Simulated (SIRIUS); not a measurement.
# Ta (Im-3m) in SIRIUS: a series of runs

Runs on Ta. Level: PBE. Tasks: single point.

Everything below comes from runs of SIRIUS 7.12.0. Logs are shortened: lines on timing, memory, paths and dates and some standing lists are left out, and cuts for length are marked. The log counts tension as positive stress, the text compression.

### 1 Starting point

Symmetry: Im-3m, No. 229, cubic system. Conventional cell: a = 3.303 Å, b = 3.303 Å, c = 3.303 Å, α = 90.00°, β = 90.00°, γ = 90.00°. Around Ta (site symmetry m-3m) lie 8 Ta at 2.86 Å.

### 2 Single point, PBE

Contents of sirius.json:

```json
{
  "control": {
    "processing_unit": "cpu",
    "verbosity": 2,
    "num_bands_to_print": 13,
    "print_forces": true,
    "print_stress": true
  },
  "parameters": {
    "electronic_structure_method": "pseudopotential",
    "xc_functionals": ["XC_GGA_X_PBE", "XC_GGA_C_PBE"],
    "gk_cutoff": 7.8,
    "pw_cutoff": 22.1,
    "ngridk": [11, 11, 11],
    "shiftk": [0, 0, 0],
    "smearing": "fermi_dirac",
    "smearing_width": 0.0018374661,
    "num_bands": 13,
    "num_mag_dims": 0,
    "num_dft_iter": 100,
    "energy_tol": 1e-08,
    "density_tol": 1e-06
  },
  "iterative_solver": {
    "type": "davidson",
    "min_tolerance": 1e-10
  },
  "mixer": {
    "type": "anderson",
    "beta": 0.7,
    "max_history": 8
  },
  "settings": {
    "tol_ne": 1e-10
  },
  "unit_cell": {
    "lattice_vectors": [
      [-0.57735026919, 0.57735026919, 0.57735026919],
      [0.57735026919, -0.57735026919, 0.57735026919],
      [0.57735026919, 0.57735026919, -0.57735026919]
    ],
    "lattice_vectors_scale": 5.4048073095,
    "atom_coordinate_units": "lattice",
    "atom_types": ["Ta"],
    "atom_files": {
      "Ta": "Ta.json"
    },
    "atoms": {
      "Ta": [
        [0.0, 0.0, 0.0]
      ]
    }
  }
}
```

Potentials or basis: SSSP 1.3.0 PBE efficiency.

Run with:

```bash
$ upf_to_json Ta_pbe_v1.uspp.F.UPF
$ OMP_NUM_THREADS=1 sirius.scf --input=sirius.json --output=out.json --task=0
```

What it wrote:

```text
[info] SIRIUS version : 7.12.0
[info] number of MPI ranks           : 1
[info] MPI grid                      : 1 1
[info] maximum number of OMP threads : 1
[fft] FFT context for density and potential
[fft] =====================================
[fft]   comm size                             : 1
[fft]   plane wave cutoff                     : 22.1
[fft]   grid size                             : 45 45 45   total : 91125
[fft]   grid limits                           : -22 22   -22 22   -22 22
[fft]   number of G-vectors within the cutoff : 10957
[fft]   local number of G-vectors             : 10957
[fft]   number of G-shells                    : 579
[fft] FFT context for coarse grid
[fft] =====================================
[fft]   comm size                             : 1
[fft]   plane wave cutoff                     : 15.6
[fft]   grid size                             : 30 30 30   total : 27000
[fft]   grid limits                           : -14 15   -14 15   -14 15
[fft]   number of G-vectors within the cutoff : 3902
[fft]   local number of G-vectors             : 3902
[fft]   number of G-shells                    : 226
[unit cell] lattice vectors
[unit cell]   a1 :      -3.1204669551      3.1204669551      3.1204669551
[unit cell]   a2 :       3.1204669551     -3.1204669551      3.1204669551
[unit cell]   a3 :       3.1204669551      3.1204669551     -3.1204669551
[unit cell] reciprocal lattice vectors
[unit cell]   b1 :       0.0000000000      1.0067700440      1.0067700440
[unit cell]   b2 :       1.0067700440      0.0000000000      1.0067700440
[unit cell]   b3 :       1.0067700440      1.0067700440      0.0000000000
[unit cell] unit cell volume :       121.53986649 [a.u.^3]
[unit cell] 1/sqrt(omega)    :         0.09070696
[unit cell] MT volume        :         0.00000000 ( 0.00%)
[unit cell] IT volume        :       121.53986649 (100.00%)
[unit cell] number of atom types : 1
[unit cell] type id : 0 symbol : Ta mt_radius : 200.890650 num_atoms : 1
[unit cell] total number of atoms : 1
[unit cell] number of symmetry classes : 1
[unit cell] number of PAW atoms : 0
[unit cell] atom id  type id  class id             position                      vector_field
[unit cell] ------------------------------------------------------------------------------------------
[unit cell]      0        0        0      0.00000   0.00000   0.00000      0.00000   0.00000   0.00000
[... 242 lines left out ...]
[diagonalize] ik:   54   -1.775929   -0.560954   -0.560954   -0.556175    0.557869    0.557869    0.820721    0.901466    0.901466    1.043734    1.043734    1.049833    1.336697
[diagonalize] ik:   55   -1.775690   -0.560557   -0.559902   -0.559902    0.548433    0.549984    0.898553    0.898553    0.928978    0.978044    1.045059    1.045059    1.284818
[find] Charges and magnetic moments
[find] --------------------------------------------------------------------------------
[find] total charge          : 13.000000
[find] Energy
[find] --------------------------------------------------------------------------------
[find] valence_eval_sum               :      -3.81736384
[find] <rho|V^{XC}>                   :     -10.35481757
[find] <rho|E^{XC}>                   :     -21.13578016
[find] <mag|B^{XC}>                   :       0.00000000
[find] <rho|V^{H}>                    :      14.13767800
[find] one-electron contribution      :      -7.60022427 (Ha),     -15.20044854 (Ry)
[find] hartree contribution           :       7.06883900
[find] xc contribution                :     -21.13578016
[find] ewald contribution             :     -49.27391171
[find] PAW contribution               :       0.00000000
[find] smearing (-TS)                 :      -0.00030910
[find] SCF correction                 :       0.00000031
[find] Total energy                   :     -70.94107682 (Ha),    -141.88215365 (Ry)
[find] Free energy (E-TS)             :     -70.94138592 (Ha),    -141.88277184 (Ry)
[find] band gap (eV)                  :       0.00000000
[find] Efermi                         :       0.68425435
[find] iteration : 7, RMS (target) : 3.3693e-07 (1.0000e-06) , energy difference (target) : -1.5201e-09 (1.0000e-08)
[find] bands are converged : true
[find] iterative solver converged : false
[find] converged after 8 SCF iterations!
[find] Charges and magnetic moments
[find] --------------------------------------------------------------------------------
[find] total charge          : 13.000000
[find] Energy
[find] --------------------------------------------------------------------------------
[find] valence_eval_sum               :      -3.81736384
[find] <rho|V^{XC}>                   :     -10.35481757
[find] <rho|E^{XC}>                   :     -21.13578016
[find] <mag|B^{XC}>                   :       0.00000000
[find] <rho|V^{H}>                    :      14.13767800
[find] one-electron contribution      :      -7.60022427 (Ha),     -15.20044854 (Ry)
[find] hartree contribution           :       7.06883900
[find] xc contribution                :     -21.13578016
[find] ewald contribution             :     -49.27391171
[find] PAW contribution               :       0.00000000
[find] smearing (-TS)                 :      -0.00030910
[find] SCF correction                 :       0.00000031
[find] Total energy                   :     -70.94107682 (Ha),    -141.88215365 (Ry)
[find] Free energy (E-TS)             :     -70.94138592 (Ha),    -141.88277184 (Ry)
[find] band gap (eV)                  :       0.00000000
[find] Efermi                         :       0.68425435
[ground_state] === stress tensor components [kbar] ===
[ground_state] === stress_kin ===
[ground_state] -32845.973784    0.000000    0.000000
[ground_state]     0.000000-32845.973784   -0.000000
[ground_state]     0.000000   -0.000000-32845.973784
[ground_state] === stress_har ===
[ground_state] -5703.818355    0.000000    0.000000
[ground_state]     0.000000-5703.818355    0.000000
[ground_state]     0.000000    0.000000-5703.818355
[ground_state] === stress_ewald ===
[ground_state] 39758.925327    0.000000    0.000000
[ground_state]     0.00000039758.925327   -0.000000
[ground_state]     0.000000   -0.00000039758.925327
[ground_state] === stress_vloc ===
[ground_state] -32672.588075    0.000000    0.000000
[ground_state]     0.000000-32672.588075    0.000000
[ground_state]     0.000000    0.000000-32672.588075
[ground_state] === stress_xc ===
[ground_state] -25639.856805    0.000000    0.000000
[ground_state]     0.000000-25639.856805    0.000000
[ground_state]     0.000000    0.000000-25639.856805
[ground_state] === stress_core ===
[ground_state] 34970.009940    0.000000    0.000000
[ground_state]     0.00000034970.009940   -0.000000
[ground_state]     0.000000   -0.00000034970.009940
[ground_state] === stress_nonloc ===
[ground_state] 21874.998347    0.000000    0.000000
[ground_state]     0.00000021874.998347    0.000000
[ground_state]     0.000000    0.00000021874.998347
[ground_state] === stress_us ===
[ground_state]   234.326219    0.000000   -0.000000
[ground_state]     0.000000  234.326219   -0.000000
[ground_state]    -0.000000   -0.000000  234.326219
[ground_state] === stress_us_nl ===
[ground_state] 22109.324566    0.000000    0.000000
[ground_state]     0.00000022109.324566   -0.000000
[ground_state]     0.000000   -0.00000022109.324566
[ground_state] === stress_total ===
[ground_state]   -23.977187    0.000000    0.000000
[ground_state]     0.000000  -23.977187   -0.000000
[ground_state]     0.000000   -0.000000  -23.977187
[ground_state] ==== total Forces in Ha/bohr =====
[ground_state] atom:    0, force:       0.0000000      0.0000000      0.0000000
[... 8 lines left out ...]
[ground_state] ==== Ewald forces from ions =====
[ground_state] atom:    0, force:       0.0000000      0.0000000      0.0000000
[~DFT_ground_state] local op. applied: 12586
[~DFT_ground_state] evp. work count: 3902.02
[~DFT_ground_state] number of iterative solver steps: 719
```

Run time: 19 s. Hardware: 1 thread of AMD EPYC 7R43 (Zen 3), shared host; peak memory 0.31 GiB.

Results:

| Property | Result |
| --- | --- |
| Free energy | -1930.4135 eV |
| Pressure | 2.4 GPa |
| Band gap on the k mesh | none (metal or under the smearing width) |

The run has no spin-orbit coupling, so splittings on Ta are missing.

### 3 Single point, PBE

Contents of sirius.json:

```json
{
  "control": {
    "processing_unit": "cpu",
    "verbosity": 2,
    "num_bands_to_print": 22,
    "print_forces": true,
    "print_stress": true
  },
  "parameters": {
    "electronic_structure_method": "pseudopotential",
    "xc_functionals": ["XC_GGA_X_PBE", "XC_GGA_C_PBE"],
    "gk_cutoff": 8.6,
    "pw_cutoff": 17.2,
    "ngridk": [11, 11, 11],
    "shiftk": [0, 0, 0],
    "smearing": "fermi_dirac",
    "smearing_width": 0.0018374661,
    "num_bands": 22,
    "num_mag_dims": 0,
    "num_dft_iter": 100,
    "energy_tol": 1e-08,
    "density_tol": 1e-06
  },
  "iterative_solver": {
    "type": "davidson",
    "min_tolerance": 1e-10
  },
  "mixer": {
    "type": "anderson",
    "beta": 0.7,
    "max_history": 8
  },
  "settings": {
    "tol_ne": 1e-10,
    "pseudo_grid_cutoff": 6.5
  },
  "unit_cell": {
    "lattice_vectors": [
      [-3.120466955072, 3.120466955072, 3.120466955072],
      [3.120466955072, -3.120466955072, 3.120466955072],
      [3.120466955072, 3.120466955072, -3.120466955072]
    ],
    "atom_coordinate_units": "lattice",
    "atom_types": ["Ta"],
    "atom_files": {
      "Ta": "Ta.json"
    },
    "atoms": {
      "Ta": [
        [0.0, 0.0, 0.0]
      ]
    }
  }
}
```

Potentials or basis: in-house norm-conserving set, PBE (scalar relativistic).

Run with:

```bash
$ upf_to_json Ta.upf
$ OMP_NUM_THREADS=1 sirius.scf --input=sirius.json --output=out.json --task=0
```

Run time: 15 s. Hardware: 1 thread of AMD EPYC 7R43 (Zen 3), shared host; peak memory 0.21 GiB.

The run converged. Its results:

```yaml
Free_energy: -8066.9616 eV
Pressure: 2.5 GPa
Band_gap_on_the_k_mesh: none (metal or under the smearing width)
```

### 4 Single point, PBE

sirius.json: that of step 3 with these lines changed.

```diff
@@ -11,4 +11,4 @@
     "xc_functionals": ["XC_GGA_X_PBE", "XC_GGA_C_PBE"],
-    "gk_cutoff": 8.6,
-    "pw_cutoff": 17.2,
+    "gk_cutoff": 11.5,
+    "pw_cutoff": 23.0,
     "ngridk": [11, 11, 11],
```

Potentials or basis: PseudoDojo 0.4 PBE stringent (scalar relativistic).

Run with:

```bash
$ upf_to_json Ta.upf
$ OMP_NUM_THREADS=1 sirius.scf --input=sirius.json --output=out.json --task=0
```

Wall time 78 s (1 thread of AMD EPYC 7R43 (Zen 3), shared host); peak memory 0.42 GiB.

The run converged. Its results:

- Free energy: -8823.7665 eV
- Pressure: 2.1 GPa
- Band gap on the k mesh: none (metal or under the smearing width)

### 5 Summary

```csv
potentials or basis,cutoff (eV),radial cutoff for the potentials' integrals,gap on the mesh (eV),pressure (GPa)
SSSP 1.3.0 PBE efficiency,828,-,none,2.4
"in-house norm-conserving set, PBE (scalar relativistic)",1006,6.5 bohr,none,2.5
PseudoDojo 0.4 PBE stringent (scalar relativistic),1799,6.5 bohr,none,2.1
```

Alike in all rows: task single point; level PBE; no spin polarisation; cell as given; k mesh 11 × 11 × 11; smearing fermi-dirac 0.05 eV.

Total energies depend on the potentials used, so only differences within one code and one set of settings carry meaning.
